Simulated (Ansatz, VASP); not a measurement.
Two plane-wave programs on KBr

```xyz
2
Lattice="0.0000 3.3670 3.3670 3.3670 0.0000 3.3670 3.3670 3.3670 0.0000" Properties=species:S:1:pos:R:3 pbc="T T T"
K     0.0000    0.0000    0.0000
Br    3.3670    3.3670    3.3670
```

Alike in both runs: task single point; functional r2SCAN; k mesh 6 × 6 × 6; occupations gaussian, width 0.02 eV; no spin polarisation.

|  | VASP | Ansatz |
| --- | --- | --- |
| version | VASP 6.6.1 | Ansatz 0.2.0 |
| potentials or method | VASP PAW PBE potentials, release 64 (K_sv, Br) | scalar-relativistic, plane waves, PAW |
| plane-wave cutoff (eV) | 520 | 500 |
| valence electrons in the cell | 16 | 16 |

|  | VASP | Ansatz | Ansatz less VASP |
| --- | --- | --- | --- |
| gap on the k mesh at the Fermi level (eV) | 4.91 | 4.91 | -0.002 |
| least direct gap on the mesh (eV) | 4.91 | 4.91 | -0.002 |
| pressure (GPa) | -0.8 | -0.8 | +0.01 |

With one functional, cell and mesh, what is left measures potentials, basis and numerics.

Caveats: the PAW data sets were made with another functional, which shifts forces and pressure a little (VASP). r2SCAN opens gaps a little over a GGA but as a rule still falls short of measured ones.
